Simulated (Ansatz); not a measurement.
# BaS (Fm-3m): from the cell to its phonons, part 2 of 2

Aim: the vibrations of BaS (Fm-3m), their spectra, and whether the structure is stable.

Ansatz 0.2.0; DFT LDA, scalar-relativistic, plane waves, PAW; PAW set soft_1.

So far. Step 3 (Tight relaxation): The forces vanish by symmetry and the pressure is 0.001 GPa, within the tolerances set. The cell now holds 30.83 Å³/atom. Step 4 (Modes at Γ): Before it was imposed, the acoustic sum rule was missed by 3.3e-4 eV/Å² and the charge sum rule by 5.8e-4 e. Small misses are needed for a sound result but don't prove that mesh and cutoff are converged. The lowest optical mode is real, 151 cm⁻¹. The relaxed cell has a = 6.272 Å (conventional setting).

### Step 5. The dispersion (continued)

The phonon density of states has structure finer than the step of the table below, so its rows give means over 10 cm⁻¹, whole bins alone (the curve runs from 1 to 253 cm⁻¹). Peaks (cm⁻¹: height): 79.0: 0.108, 111.0: 0.0559, 173.0: 0.194.

Tetrahedra on a 20×20×20 mesh, mean over bins of 2 cm-1. Interpolated from a 4×4×4 q mesh. The phonon density of states by wavenumber; means over each step:

```
wavenumber (cm⁻¹)  phonon density of states (1/cm⁻¹/cell)
               10                                  2.4e-4
               20                                 0.00120
               30                                 0.00324
               40                                 0.00722
               50                                  0.0142
               60                                  0.0283
               70                                  0.0511
               80                                  0.0775
               90                                  0.0272
              100                                  0.0184
              110                                  0.0401
              120                                  0.0235
              130                                 0.00749
              140                                  3.4e-4
              150                                 0.00214
              160                                  0.0492
              170                                   0.144
              180                                  0.0115
              190                                  0.0123
              200                                  0.0156
              210                                  0.0180
              220                                  0.0192
              230                                  0.0155
              240                                 0.00894
```

The partial phonon density of states has structure finer than the step of the table below, so its rows give means over 10 cm⁻¹, whole bins alone (the curve runs from -10 to 270 cm⁻¹). Peaks (cm⁻¹: height): Ba 78.2: 0.0877, 111.7: 0.0433; S 171.7: 0.156.

Phonopy on the run's constants, 15x15x15 mesh, Gaussian sigma 2.0 cm-1. Interpolated from a 4×4×4 q mesh. Partial phonon density of states against wavenumber; means over each step; values in 1/cm⁻¹/cell:

```
wavenumber (cm⁻¹)       Ba        S
                0   7.0e-5   1.6e-5
               10   1.6e-4   3.4e-5
               20   9.8e-4   2.1e-4
               30  0.00303   6.0e-4
               40  0.00615  0.00110
               50   0.0126  0.00197
               60   0.0248  0.00324
               70   0.0476  0.00418
               80   0.0720  0.00311
               90   0.0264  0.00158
              100   0.0181  0.00132
              110   0.0365  0.00205
              120   0.0227  0.00105
              130  0.00749   2.5e-4
              140   6.7e-4   8.4e-6
              150   4.7e-4  0.00243
              160  0.00626   0.0446
              170  0.00838    0.125
              180  0.00109   0.0196
              190   3.1e-4   0.0118
              200   2.9e-4   0.0152
              210   3.5e-4   0.0173
              220   6.5e-4   0.0184
              230  0.00106   0.0142
              240  0.00115  0.00792
              250   7.0e-4  0.00352
              260   1.5e-5   7.4e-5
```

Second derivatives of the energy by pair, one row for each kind of neighbour of each atom listed. Each entry sums the pair over the periodic images of the supercell that the q mesh stands for, and in a polar crystal it holds the long-range dipole part too. Force constants by pair, by row:

```
atom  neighbour  distance (Å)  third of the trace (eV/Å²)  along the pair's line (eV/Å²)
 Ba1     itself             0                       4.716                              –
 Ba1          S         3.136                     -0.5524                        -0.9933
 Ba1         Ba         4.435                     -0.0902                        -0.7898
 Ba1          S         5.431                     4.00e-4                         0.1977
 Ba1         Ba         6.272                     -0.0963                        -0.3645
 Ba1          S         7.012                      0.0247                         0.1484
  S2     itself             0                       3.786                              –
  S2         Ba         3.136                     -0.5524                        -0.9933
  S2          S         4.435                     9.00e-4                        -0.3348
  S2         Ba         5.431                     4.00e-4                         0.1977
  S2          S         6.272                     -0.1335                        -0.4082
  S2         Ba         7.012                      0.0247                         0.1484
```

Harmonic thermodynamic functions per atom, from the density of states. Interpolated from a 4×4×4 q mesh. Thermodynamic functions, by row:

```
T (K)  F_vib (meV/atom)  S (J/mol-atom/K)  C_V (J/mol-atom/K)
    0             24.82                 0                   0
   50             23.99             5.198               9.787
  100             18.72             15.01               18.22
  200             -4.94             29.51               22.87
  300            -40.75             39.03               23.98
  400            -84.98                46               24.39
  500            -135.6             51.46               24.59
  600            -191.3             55.96                24.7
  700            -251.3             59.77               24.76
  800              -315             63.08                24.8
  900            -381.9                66               24.83
 1000            -451.7             68.62               24.85
```

Harmonic mean-square displacement, third of the trace. Interpolated from a 4×4×4 q mesh. Mean square displacements, by row:

```
T (K)  Ba1 U_eq (Å²)  S2 U_eq (Å²)
    0        0.00153       0.00326
  100        0.00335       0.00463
  300        0.00928       0.01087
  600        0.01842       0.02113
```

Symmetry leaves 8 wavevectors to solve. The lowest mode among them, the acoustic zeros apart, lies at q = (0, 0.25, 0.25) and is real, 45.4 cm⁻¹.

### Step 6. What came out

```yaml
space_group_after_relaxation_within_0p01_a: Fm-3m
volume_per_atom: 30.8 Å³
gap_on_the_k_mesh: 1.92 eV
highest_optical_mode_at_the_zone_centre_no_lo_to_term: 151 cm⁻¹
top_of_the_zone_centre_spectrum_with_the_field: 254 cm⁻¹
lowest_optical_zone_centre_mode: 151 cm⁻¹
mean_high_frequency_dielectric_constant: 5.13
mean_static_dielectric_constant: 14.4
largest_born_charge_third_of_the_trace: 2.63 e
lowest_mode_on_the_q_mesh_acoustic_modes_at_gamma_apart: 45.4 cm⁻¹
highest_frequency_on_the_path_or_at_a_solved_wavevector: 254 cm⁻¹
zero_point_energy_per_atom: 24.8 meV
heat_capacity_at_300_k: 24.0 J/(mol atoms K)
vibrational_entropy_at_300_k: 39.0 J/(mol atoms K)
debye_temperature_second_moment: 268 K
imaginary_modes_on_the_4x4x4_q_mesh: none
```

**Reading.** The structure is a minimum as far as tested: no mode is imaginary at the 8 irreducible wavevectors of the 4×4×4 mesh, and the softest away from the acoustic zeros lies at 45 cm⁻¹. Without the field, the optical modes at Γ form one degenerate level at 151 cm⁻¹. The highest mode in this list at Γ, 151.4 cm⁻¹, is mostly motion of S (81 % of the kinetic energy). With the macroscopic field of the longitudinal modes the top of the zone-centre spectrum lies at 254 cm⁻¹, against 151 cm⁻¹ without it. Lattice motion raises the mean dielectric constant from 5.130 to 14.39. The strongest infrared line is at 151 cm⁻¹. No mode is Raman active to first order. On the path and the mesh, the widest gap between branches runs from 137 to 151 cm⁻¹. Spin-orbit coupling is left out, which can matter for the heavy elements here. The PAW files were made for PBE and serve the other functionals too. These are harmonic frequencies at zero temperature: anharmonic shifts, linewidths and thermal expansion are left out.

[Logs are printed without paths, hosts, clocks, repeated set-up lines and the standing remarks that a program may print on its own settings, such as how far it seeks lower states.]

[Hosts, paths, dates, database ids (printed as entryN), source tags and the programs' standing remarks are cut or masked in the printed files.]
